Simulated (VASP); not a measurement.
# 2H-MoTe2 monolayer and its bilayer

Aim: relax 2H-MoTe2 monolayer, place its levels against the vacuum, then find how two sheets stack and bind.

Main program and level: VASP 6.6.1; PBE with D3(BJ), no spin polarisation; plane waves and PAW (Mo, Te), in the first sound run; inputs show where later runs differ.

### Step 1. Set-up

The cell holds 3 atoms: 1 Mo and 2 Te. Cell: a = 3.550 Å, b = 3.550 Å, c = 22.000 Å, α = 90.0°, β = 90.0°, γ = 120.0°. Vacuum lies along c.

### Step 2. Relaxing the monolayer

The sheet's cell relaxes in its plane with the atoms, while the vacuum is kept.

The input, INCAR:

```
SYSTEM = Te2Mo
PREC = Normal
ENCUT = 350
EDIFF = 1E-06
NELM = 120
ISMEAR = 0
SIGMA = 0.03
LREAL = .FALSE.
ALGO = Normal
GGA = PE
IVDW = 12
NBANDS = 15
LASPH = .TRUE.
LORBIT = 11
LWAVE = .FALSE.
LCHARG = .FALSE.
KPAR = 4
IBRION = 2
NSW = 50
ISIF = 3
EDIFFG = -0.015
POTIM = 0.4
IDIPOL = 3
LDIPOL = .TRUE.
DIPOL = 0.5 0.5 0.5
LATTICE_CONSTRAINTS = .TRUE. .TRUE. .FALSE.
```

The input, POSCAR:

```
Te2Mo
1.0
    3.5500000000      0.0000000000      0.0000000000
   -1.7750000000      3.0743901834      0.0000000000
    0.0000000000      0.0000000000     22.0000000000
Mo Te
1 2
Direct
    0.3333333333      0.6666666667      0.5000000000
    0.6666666667      0.3333333333      0.4179545455
    0.6666666667      0.3333333333      0.5820454545
```

The input, KPOINTS:

```
Automatic mesh
0
Gamma
12 12 1
0 0 0
```

The projector-augmented-wave data sets are Mo and Te (PBE family, release 64).

Started as:

```
mpirun -np 4 vasp_std
```

Output:

```text
[banner, memory and clock lines left out]
running    4 mpi-ranks, on    1 nodes
 distrk:  each k-point on    1 cores,    4 groups
 distr:  one band on    1 cores,    1 groups

 POSCAR found type information on POSCAR MoTe
 POSCAR found :  2 types and       3 ions
 LDA part: xc-table for (Slater+PW92), standard interpolation
 POSCAR, INCAR and KPOINTS ok, starting setup
 FFT: planning ... GRIDC
 FFT: planning ... GRID_SOFT
 FFT: planning ... GRID
 WAVECAR not read
 entering main loop
       N       E                     dE             d eps       ncg     rms          rms(c)
DAV:   1     0.930619699393E+02    0.93062E+02   -0.47472E+03   570   0.636E+02
DAV:   2    -0.915351953683E+01   -0.10222E+03   -0.94534E+02   861   0.132E+02
DAV:   3    -0.184983339726E+02   -0.93448E+01   -0.92064E+01   808   0.483E+01
DAV:   4    -0.187439839224E+02   -0.24565E+00   -0.24518E+00   759   0.977E+00
DAV:   5    -0.187490685057E+02   -0.50846E-02   -0.50845E-02   901   0.125E+00    0.152E+01
DAV:   6    -0.183304462359E+02    0.41862E+00   -0.23703E+00   633   0.943E+00    0.631E+00
DAV:   7    -0.183403605075E+02   -0.99143E-02   -0.26907E+00   703   0.110E+01    0.515E+00
DAV:   8    -0.180390537150E+02    0.30131E+00   -0.51714E-01   647   0.507E+00    0.132E+00
DAV:   9    -0.180361008028E+02    0.29529E-02   -0.11687E-01   745   0.203E+00    0.623E-01
DAV:  10    -0.180324113461E+02    0.36895E-02   -0.76959E-03   766   0.685E-01    0.233E-01
DAV:  11    -0.180316852933E+02    0.72605E-03   -0.10670E-03   759   0.182E-01    0.245E-01
DAV:  12    -0.180315955918E+02    0.89702E-04   -0.60470E-04   654   0.150E-01    0.551E-02
DAV:  13    -0.180315584711E+02    0.37121E-04   -0.40358E-04   752   0.945E-02    0.515E-02
DAV:  14    -0.180317390828E+02   -0.18061E-03   -0.30652E-05   640   0.352E-02    0.207E-02
DAV:  15    -0.180319616752E+02   -0.22259E-03   -0.27779E-05   647   0.281E-02    0.269E-02
DAV:  16    -0.180320396102E+02   -0.77935E-04   -0.42639E-06   696   0.120E-02    0.847E-03
DAV:  17    -0.180320942115E+02   -0.54601E-04   -0.34459E-06   678   0.820E-03    0.435E-03
DAV:  18    -0.180321238700E+02   -0.29658E-04   -0.13051E-06   622   0.461E-03    0.343E-03
DAV:  19    -0.180321275509E+02   -0.36809E-05   -0.10186E-07   593   0.189E-03    0.201E-03
DAV:  20    -0.180321302005E+02   -0.26496E-05   -0.12967E-07   544   0.168E-03    0.376E-04
DAV:  21    -0.180321306019E+02   -0.40146E-06   -0.17478E-08   565   0.609E-04
   1 F= -.19207162E+02 E0= -.19207162E+02  d E =-.192072E+02
 curvature:   0.00 expect dE= 0.000E+00 dE for cont linesearch  0.000E+00
 trial: gam= 0.00000 g(F)=  0.132E-02 g(S)=  0.394E-01 ort = 0.000E+00 (trialstep = 0.100E+01)
 search vector abs. value=  0.407E-01
 bond charge predicted
       N       E                     dE             d eps       ncg     rms          rms(c)
DAV:   1    -0.180481749201E+02   -0.16045E-01   -0.17390E+00   577   0.753E+00    0.193E+00
DAV:   2    -0.180183161417E+02    0.29859E-01   -0.50716E-02   619   0.139E+00    0.781E-01
DAV:   3    -0.180075241833E+02    0.10792E-01   -0.19710E-02   675   0.720E-01    0.395E-01
DAV:   4    -0.180059247662E+02    0.15994E-02   -0.10105E-02   696   0.667E-01    0.265E-01
DAV:   5    -0.180054027182E+02    0.52205E-03   -0.20390E-03   668   0.327E-01    0.145E-01
DAV:   6    -0.180053575873E+02    0.45131E-04   -0.45900E-04   696   0.111E-01    0.989E-02
DAV:   7    -0.180053193009E+02    0.38286E-04   -0.14194E-04   654   0.765E-02    0.304E-02
DAV:   8    -0.180053175998E+02    0.17011E-05   -0.10564E-05   724   0.210E-02    0.925E-03
DAV:   9    -0.180053180577E+02   -0.45788E-06   -0.64006E-07   495   0.491E-03
   2 F= -.19220471E+02 E0= -.19220471E+02  d E =-.133086E-01
[...]
3 F= -.19222474E+02 E0= -.19222474E+02  d E =-.153123E-01
[...]
4 F= -.19223659E+02 E0= -.19223659E+02  d E =-.118420E-02
 trial-energy change:   -0.001184  1 .order   -0.001188   -0.001444   -0.000932
 step:   2.6730(harm=  2.6730)  dis= 0.01378  next Energy=   -19.224511 (dE=-0.204E-02)
 bond charge predicted
       N       E                     dE             d eps       ncg     rms          rms(c)
DAV:   1    -0.180170713025E+02    0.76310E-03   -0.91076E-02   577   0.166E+00    0.154E-01
DAV:   2    -0.180166335814E+02    0.43772E-03   -0.47055E-03   661   0.448E-01    0.125E-01
DAV:   3    -0.180163974794E+02    0.23610E-03   -0.50460E-04   703   0.158E-01    0.708E-02
DAV:   4    -0.180162915318E+02    0.10595E-03   -0.23071E-04   654   0.832E-02    0.484E-02
DAV:   5    -0.180162723046E+02    0.19227E-04   -0.48169E-05   712   0.358E-02    0.447E-02
DAV:   6    -0.180162667894E+02    0.55152E-05   -0.26371E-05   703   0.318E-02    0.132E-02
DAV:   7    -0.180162660574E+02    0.73194E-06   -0.40800E-06   687   0.155E-02
   5 F= -.19224508E+02 E0= -.19224508E+02  d E =-.203367E-02
 curvature:  -1.39 expect dE=-0.371E-05 dE for cont linesearch -0.407E-07
 trial: gam=-0.01137 g(F)=  0.563E-06 g(S)=  0.210E-05 ort = 0.681E-05 (trialstep = 0.129E+01)
 search vector abs. value=  0.272E-05
 reached required accuracy - stopping structural energy minimisation
```

Wall time 13 s (4 MPI ranks of AMD EPYC 9R45, shared host); peak memory 0.71 GiB.

The logs omit lines about the potential files and the build; timing stands in the text.

From OUTCAR (step 2):

```text
ion  position               nearest neighbor table
   1  0.333  0.667  0.500-   2 2.73   3 2.73   2 2.73   3 2.73   2 2.73   3 2.73
   2  0.667  0.333  0.418-   1 2.73   1 2.73   1 2.73   3 3.61
   3  0.667  0.333  0.582-   1 2.73   1 2.73   1 2.73   2 3.61

  LATTYP: Found a hexagonal cell.
 ALAT       =     3.5500000000
 C/A-ratio  =     6.1971830986

 Subroutine GETGRP returns: Found 12 space group operations
 (whereof 12 operations were pure point group operations)

The static configuration has the point symmetry D_3h.

 Found     19 irreducible k-points:

   k-points           NKPTS =     19   k-points in BZ     NKDIM =     19   number of bands    NBANDS=     15

   dimension x,y,z NGX =    16 NGY =   16 NGZ =  108
   dimension x,y,z NGXF=    32 NGYF=   32 NGZF=  216

   ENCUT  =  350.0 eV  25.72 Ry    5.07 a.u.   5.42  5.42 33.56*2*pi/ulx,y,z

   NELECT =      18.0000    total number of electrons

 k-points in reciprocal lattice and weights: Automatic mesh
   0.00000000  0.00000000  0.00000000       0.007
   0.08333333  0.00000000  0.00000000       0.042
   0.16666667  0.00000000  0.00000000       0.042
   0.25000000  0.00000000  0.00000000       0.042
   0.33333333  0.00000000  0.00000000       0.042
   0.41666667 -0.00000000  0.00000000       0.042
   0.50000000  0.00000000  0.00000000       0.021
   0.08333333  0.08333333  0.00000000       0.042
   0.16666667  0.08333333  0.00000000       0.083
[...]
0.33333333  0.25000000  0.00000000       0.083
   0.33333333  0.33333333  0.00000000       0.014

 Edisp (eV)   -1.20582

 dipolmoment           0.000000      0.000000     -0.000000 electrons x Angstroem

 average (electrostatic) potential at core
       1 -44.2855       2 -95.2568       3 -95.2568

 E-fermi :  -0.9419

 k-point     1 :       0.0000    0.0000    0.0000
  band No.  band energies     occupation
    ...
      5      -2.7056      2.00000
      6      -2.7056      2.00000
      7      -1.9267      2.00000
      8      -1.9267      2.00000
      9      -1.6985      2.00000
     10       2.1590      0.00000
     11       2.1590      0.00000
     12       2.4214      0.00000
     13       2.4214      0.00000
     14       3.0361      0.00000
    ...

 k-point     2 :       0.0833    0.0000    0.0000
  band No.  band energies     occupation
    ...
      5      -2.9215      2.00000
      6      -2.6222      2.00000
      7      -2.0563      2.00000
      8      -1.8638      2.00000
      9      -1.6978      2.00000
     10       1.7302      0.00000
     11       1.8226      0.00000
     12       2.2021      0.00000
     13       2.2314      0.00000
     14       3.2040      0.00000
    ...

 k-point     3 :       0.1667    0.0000    0.0000
  band No.  band energies     occupation
    ...
      5      -3.5035      2.00000
      6      -2.3863      2.00000
      7      -2.3760      2.00000
      8      -1.9378      2.00000
      9      -1.7533      2.00000
     10       0.9055      0.00000
     11       1.1624      0.00000
     12       1.6997      0.00000
     13       2.3859      0.00000
     14       3.5204      0.00000
    ...

 Edisp (eV)   -1.20824

  Total       0.00904     0.00904    -0.04304    -0.00000     0.00000     0.00000
  in kB       0.06214     0.06214    -0.29592    -0.00000     0.00000     0.00000
  external pressure =       -0.06 kB  Pullay stress =        0.00 kB

  energy-cutoff  :      350.00
  volume of cell :      233.04
      direct lattice vectors                 reciprocal lattice vectors
     3.497333726 -0.000000000  0.000000000     0.285932107  0.165082979  0.000000000
    -1.748666863  3.028779852  0.000000000     0.000000000  0.330165958  0.000000000
     0.000000000  0.000000000 22.000000000     0.000000000  0.000000000  0.045454545

 POSITION                                       TOTAL-FORCE (eV/Angst)
 -----------------------------------------------------------------------------------
     -0.00000      2.01919     11.00000         0.000000      0.000000      0.000000
      1.74867      1.00959      9.18495        -0.000000      0.000000     -0.002701
      1.74867      1.00959     12.81505         0.000000     -0.000000      0.002701
 -----------------------------------------------------------------------------------
    total drift:                                0.000000     -0.000000      0.000000

  FREE ENERGIE OF THE ION-ELECTRON SYSTEM (eV)
  ---------------------------------------------------
  free  energy   TOTEN  =       -19.2245081599 eV

  energy  without entropy=      -19.2245081599  energy(sigma->0) =      -19.22450816

 reached required accuracy - stopping structural energy minimisation

 vacuum level on the upper side and lower side of the slab         3.705         3.705

 total charge
# of ion       s       p       d       tot
------------------------------------------
    1        0.361   0.445   4.389   5.194
    2        1.384   1.983   0.062   3.429
    3        1.384   1.983   0.062   3.429
--------------------------------------------------
tot          3.130   4.410   4.513  12.052

[... 3 further parts left out ...]
```

CONTCAR:

```
Te2Mo
   1.00000000000000
     3.4973337260431041   -0.0000000000000000    0.0000000000000000
    -1.7486668630215521    3.0287798522321996    0.0000000000000000
     0.0000000000000000    0.0000000000000000   22.0000000000000000
  Mo              Te
     1     2
Direct
     0.3333333332999970    0.6666666667000030    0.5000000000000000
     0.6666666667000030    0.3333333332999970    0.4174975802549243
     0.6666666667000030    0.3333333332999970    0.5825024197450758
```

This run has no spin polarisation, although Mo can carry a moment. The gap is read on the k-mesh alone, so it is an upper bound where the band edges lie off the mesh. The data set Mo keeps the semicore shell frozen, which is cheaper and a little less accurate. The run keeps the 12 symmetry operations of its start, so it cannot find a distortion of lower symmetry.

The steps of the relaxation:

```
step  energy less that of the first step (eV)  largest force (eV/Å)  pressure (GPa)  volume (Å³)
   1                                   0.0000                0.1307           -0.67       240.11
   2                                  -0.0133                0.2399            0.37       232.53
   3                                  -0.0153                0.1391            0.08       234.49
   4                                  -0.0165                0.0903            0.05       233.98
   5                                  -0.0173                0.0027           -0.01       233.04
```

```
cell as run  before  after  change
      a (Å)   3.550  3.497  -1.5 %
      b (Å)   3.550  3.497  -1.5 %
```

The atoms that moved most (Å, along periodic axes as changes of fractional coordinates times the final cell, across vacuum about the mean position):

```
atom     dx     dy      dz  length
 Te2  0.000  0.000  -0.010   0.010
 Te3  0.000  0.000   0.010   0.010
```

Final coordinates:

```
Mo Te
1.0
     3.49733    0.00000    0.00000
    -1.74867    3.02878    0.00000
     0.00000    0.00000   22.00000
Mo Te
1 2
Direct
  0.33333 0.66667 0.50000
  0.66667 0.33333 0.41750
  0.66667 0.33333 0.58250
```

This step gave:

```
electronic cycles              : 52
electrons                      : 18
free energy (TOTEN)            : -19.22 eV
Fermi energy                   : -0.9419 eV
metallic                       : no
dipole moment                  : 0, 0, 0 e·Å
gap on the k-mesh              : 1.192 eV
least direct gap on the k-mesh : 1.192 eV
```

The run ended after 5 ionic steps, 0.017 eV below its first step, once forces and stress met EDIFFG = -0.015.

### Step 3. A second relaxation

The plane waves were chosen for the start cell, so the relaxation is repeated from its end.

Changes to INCAR since step 2:

```diff
@@ -18,3 +18,3 @@
 IBRION = 2
-NSW = 50
+NSW = 30
 ISIF = 3
```

The input, POSCAR:

```
Te2Mo
1.0
    3.4973337260      0.0000000000      0.0000000000
   -1.7486668630      3.0287798522      0.0000000000
    0.0000000000      0.0000000000     22.0000000000
Mo Te
1 2
Direct
    0.3333333333      0.6666666667      0.5000000000
    0.6666666667      0.3333333333      0.4174975803
    0.6666666667      0.3333333333      0.5825024197
```

KPOINTS is that of step 2.

Started as:

```
mpirun -np 4 vasp_std
```

Output:

```text
[... set-up lines as in an earlier step ...]
 entering main loop
       N       E                     dE             d eps       ncg     rms          rms(c)
DAV:   1     0.946044366209E+02    0.94604E+02   -0.47257E+03   570   0.637E+02
DAV:   2    -0.100246407045E+02   -0.10463E+03   -0.98406E+02   939   0.135E+02
DAV:   3    -0.185143001108E+02   -0.84897E+01   -0.83952E+01   787   0.466E+01
DAV:   4    -0.187112592378E+02   -0.19696E+00   -0.19659E+00   750   0.887E+00
DAV:   5    -0.187152554070E+02   -0.39962E-02   -0.39961E-02   901   0.117E+00    0.159E+01
DAV:   6    -0.182787174104E+02    0.43654E+00   -0.19957E+00   647   0.861E+00    0.640E+00
DAV:   7    -0.182964230022E+02   -0.17706E-01   -0.23517E+00   703   0.101E+01    0.499E+00
DAV:   8    -0.180208840994E+02    0.27554E+00   -0.49259E-01   661   0.496E+00    0.137E+00
DAV:   9    -0.180185535039E+02    0.23306E-02   -0.10618E-01   738   0.194E+00    0.637E-01
DAV:  10    -0.180149024680E+02    0.36510E-02   -0.80892E-03   752   0.688E-01    0.215E-01
DAV:  11    -0.180141772689E+02    0.72520E-03   -0.10463E-03   745   0.185E-01    0.203E-01
DAV:  12    -0.180141654275E+02    0.11841E-04   -0.42702E-04   675   0.127E-01    0.422E-02
DAV:  13    -0.180141288814E+02    0.36546E-04   -0.50130E-04   738   0.103E-01    0.485E-02
DAV:  14    -0.180142982552E+02   -0.16937E-03   -0.26765E-05   633   0.336E-02    0.195E-02
DAV:  15    -0.180145270993E+02   -0.22884E-03   -0.29476E-05   654   0.300E-02    0.239E-02
DAV:  16    -0.180146199699E+02   -0.92871E-04   -0.66893E-06   682   0.149E-02    0.341E-03
DAV:  17    -0.180146671459E+02   -0.47176E-04   -0.17845E-06   638   0.574E-03    0.346E-03
DAV:  18    -0.180146979448E+02   -0.30799E-04   -0.12241E-06   608   0.414E-03    0.277E-03
DAV:  19    -0.180147014701E+02   -0.35253E-05   -0.72886E-08   586   0.146E-03    0.114E-03
DAV:  20    -0.180147041657E+02   -0.26956E-05   -0.94538E-08   544   0.108E-03    0.397E-04
DAV:  21    -0.180147044986E+02   -0.33286E-06   -0.14512E-08   551   0.466E-04
   1 F= -.19222947E+02 E0= -.19222947E+02  d E =-.192229E+02
 curvature:   0.00 expect dE= 0.000E+00 dE for cont linesearch  0.000E+00
 trial: gam= 0.00000 g(F)=  0.569E-06 g(S)=  0.376E-06 ort = 0.000E+00 (trialstep = 0.100E+01)
 search vector abs. value=  0.944E-06
 reached required accuracy - stopping structural energy minimisation
```

Wall time 5.2 s (4 MPI ranks); peak memory 0.7 GiB.

OUTCAR, selected parts (step 3):

```text
  LATTYP: Found a hexagonal cell.
 ALAT       =     3.4973337260
 C/A-ratio  =     6.2905063467

The static configuration has the point symmetry D_3h.

 Found     19 irreducible k-points:

   ENCUT  =  350.0 eV  25.72 Ry    5.07 a.u.   5.33  5.33 33.56*2*pi/ulx,y,z

   NELECT =      18.0000    total number of electrons

 dipolmoment           0.000000      0.000000      0.000000 electrons x Angstroem

 E-fermi :  -0.9390

 k-point     1 :       0.0000    0.0000    0.0000
  band No.  band energies     occupation
    ...
      5      -2.7025      2.00000
      6      -2.7025      2.00000
      7      -1.9238      2.00000
      8      -1.9238      2.00000
      9      -1.6958      2.00000
     10       2.1620      0.00000
     11       2.1620      0.00000
     12       2.4245      0.00000
     13       2.4245      0.00000
     14       3.0473      0.00000
    ...

 k-point     2 :       0.0833   -0.0000    0.0000
  band No.  band energies     occupation
    ...
      5      -2.9184      2.00000
      6      -2.6191      2.00000
      7      -2.0534      2.00000
      8      -1.8609      2.00000
      9      -1.6950      2.00000
     10       1.7332      0.00000
     11       1.8257      0.00000
     12       2.2052      0.00000
     13       2.2345      0.00000
     14       3.2154      0.00000
    ...

 Edisp (eV)   -1.20824

  Total      -0.00382    -0.00382    -0.05687    -0.00000     0.00000    -0.00000
  in kB      -0.02627    -0.02627    -0.39096    -0.00000     0.00000    -0.00000
  external pressure =       -0.15 kB  Pullay stress =        0.00 kB

  energy-cutoff  :      350.00
  volume of cell :      233.04
      direct lattice vectors                 reciprocal lattice vectors
     3.497333726  0.000000000  0.000000000     0.285932107  0.165082979  0.000000000
    -1.748666863  3.028779852  0.000000000     0.000000000  0.330165958  0.000000000
     0.000000000  0.000000000 22.000000000     0.000000000  0.000000000  0.045454545

 POSITION                                       TOTAL-FORCE (eV/Angst)
 -----------------------------------------------------------------------------------
     -0.00000      2.01919     11.00000        -0.000000     -0.000000      0.000000
      1.74867      1.00959      9.18495         0.000000      0.000000     -0.002715
      1.74867      1.00959     12.81505        -0.000000     -0.000000      0.002715
 -----------------------------------------------------------------------------------
    total drift:                                0.000000     -0.000000      0.000000

  FREE ENERGIE OF THE ION-ELECTRON SYSTEM (eV)
  ---------------------------------------------------
  free  energy   TOTEN  =       -19.2229466013 eV

  energy  without entropy=      -19.2229466013  energy(sigma->0) =      -19.22294660

 vacuum level on the upper side and lower side of the slab         3.669         3.669

 total charge
# of ion       s       p       d       tot
------------------------------------------
    1        0.361   0.445   4.391   5.197
    2        1.384   1.982   0.062   3.429
    3        1.384   1.982   0.062   3.429
--------------------------------------------------
tot          3.130   4.410   4.515  12.054

[... 4 parts as in an earlier step ...]

[... 7 further parts left out ...]
```

CONTCAR:

```
Te2Mo
   1.00000000000000
     3.4973337259999999    0.0000000000000000    0.0000000000000000
    -1.7486668630000000    3.0287798522000000    0.0000000000000000
     0.0000000000000000    0.0000000000000000   22.0000000000000000
  Mo              Te
     1     2
Direct
     0.3333333332999970    0.6666666667000030    0.5000000000000000
     0.6666666667000030    0.3333333332999970    0.4174975803000009
     0.6666666667000030    0.3333333332999970    0.5825024196999991
```

Little changed from the start: no atom moved by 0.005 Å and no cell edge by 0.1 %.

This step gave:

* electronic cycles: 21
* Fermi energy: -0.939 eV

The start already met the threshold, so nothing moved.

[end of part 1 of 5]

[Lines on the potential files, build, host, timing and source positions are cut from VASP's logs without a mark.]

[Logs are printed without paths, hosts, clocks, repeated set-up lines and the standing remarks that a program may print on its own settings, such as how far it seeks lower states.]

[Hosts, paths, dates, database ids (printed as entryN), source tags and the programs' standing remarks are cut or masked in the printed files.]

[Runs that stopped without an error message from VASP are left out.]
